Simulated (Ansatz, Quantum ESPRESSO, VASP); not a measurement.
# Equation of state of PdIn under PBE

The structure is cubic, space group Fm-3m (No. 225). Conventional cell: a = 5.492 Å, b = 5.492 Å, c = 5.492 Å, α = 90.00°, β = 90.00°, γ = 90.00°. Around In (site symmetry m-3m) lie 6 Pd at 2.75 Å. Pd (site symmetry m-3m) is surrounded by 6 In at 2.75 Å.

The cell comes from a database or a generator and needn't be the stable form of this composition.

The cell was scaled at fixed shape and fractions and run with Ansatz, Ansatz PAW (earlier soft set), cutoff 420 eV; PBE, k mesh 8 × 8 × 8 on the cell of 2 atoms, fermi-dirac occupations of 0.05 eV, no spin polarisation, no spin-orbit coupling. Energies are those that the program minimises, any entropy of the smearing included. For a metal such a mesh isn't converged to the digits shown.

```tsv
V (Å³/atom)	energy over the lowest row (meV/atom)
19.4654	23.761
19.8795	?
20.2937	2.659
20.7078	0.000
21.1220	1.762
21.5362	7.447
21.9503	16.551
```

Q: Fit the third-order Birch-Murnaghan form, give V0, B0 and B′, and predict the energy left open.

A: With y = (V0/V)^(2/3), E = E0 + (9 V0 B0/16) [(y - 1)³ B′ + (y - 1)² (6 - 4y)]. Least squares through the rows shown give V0 = 20.7410 Å³/atom, E0 = -0.017 meV, B0 = 84.90 GPa (1 eV/Å³ = 160.218 GPa) and B′ = 5.36, with a largest miss of 0.005 meV. At V = 19.8795 the form with these constants gives 10.356 meV; the run gave 10.357 meV an atom. Other set-ups at this level, from all their volumes (Å³/atom, GPa): Quantum ESPRESSO, SSSP 1.3 efficiency PBE: V0 20.774, B0 84.89; VASP, PBE PAW files In_d, Pd, 520 eV: V0 20.774, B0 84.83.
